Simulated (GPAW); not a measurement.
Runs of GPAW 26.7.0 on C. The structure is hexagonal, space group P6_3/mmc (No. 194). Conventional cell: a = 2.522 Å, b = 2.522 Å, c = 12.356 Å, α = 90.00°, β = 90.00°, γ = 120.00°. C (site symmetry 3m) is surrounded by 4 C at 1.54 Å. C (site symmetry 3m) has 4 C at 1.54 Å as nearest neighbours. C (site symmetry 3m) is surrounded by 4 C at 1.54 Å. This is a hexagonal form of diamond, not graphite.

```csv
task,level,potentials or basis,k mesh,smearing,band path,band points,gap on the mesh (eV),pressure (GPa),V0 of scaled cells (Å³/atom),B0 (GPa),largest force (eV/Å)
single point,TB-mBJ,"GPAW PAW data sets for LDA (gpaw-data 1.2.1), pw",8 × 8 × 2,fermi-dirac 0.05 eV,-,-,(c),-,-,-,-
single point,PBE,"GPAW PAW data sets (gpaw-data 1.2.1), pw",12 × 12 × 3,gaussian 0.012 eV,-,-,(d),1.7,-,-,0.33
equation of state,PBEsol,"PAW data sets generated in the run's folder for this functional, pw",8 × 8 × 2,fermi-dirac 0.05 eV,-,-,-,-,5.62,451,-
band structure,r2SCAN,"GPAW PAW data sets (gpaw-data 1.2.1), pw",8 × 8 × 2,fermi-dirac 0.05 eV,"GMKGALHA,LM,KH",100,4.57,-2.7,-,-,0.35
band structure,PBEsol,"PAW data sets generated in the run's folder for this functional, pw",8 × 8 × 2,fermi-dirac 0.05 eV,"GMKGALHA,LM,KH",100,(b),(a),-,-,0.34
equation of state,LDA,"the program's PAW data sets (release 1.2.1) made for this functional, pw",8 × 8 × 2,fermi-dirac 0.05 eV,-,-,-,-,5.52,468,-
band structure,PBE,"GPAW PAW data sets (gpaw-data 1.2.1), pw",8 × 8 × 2,fermi-dirac 0.05 eV,"GMKGALHA,LM,KH",100,4.35,1.7,-,-,0.33
```

Alike in all rows: no spin polarisation; cell as given; cutoff (eV) 800.

Task: Fill in the values left out.

Result: (a) -4.9; (b) 4.22; (c) 5.15; (d) 4.38.

Caveats: the PAW data sets were made with another functional, which shifts forces and pressure a little (some runs); the cell was scaled at fixed shape and fractional positions, which overstates the stiffness of a crystal with free parameters, most of all of layers and chains (some runs); a model potential gives levels but no total energy (some runs); an odd mesh through Γ misses points on the zone boundary, where band edges often lie (some runs).
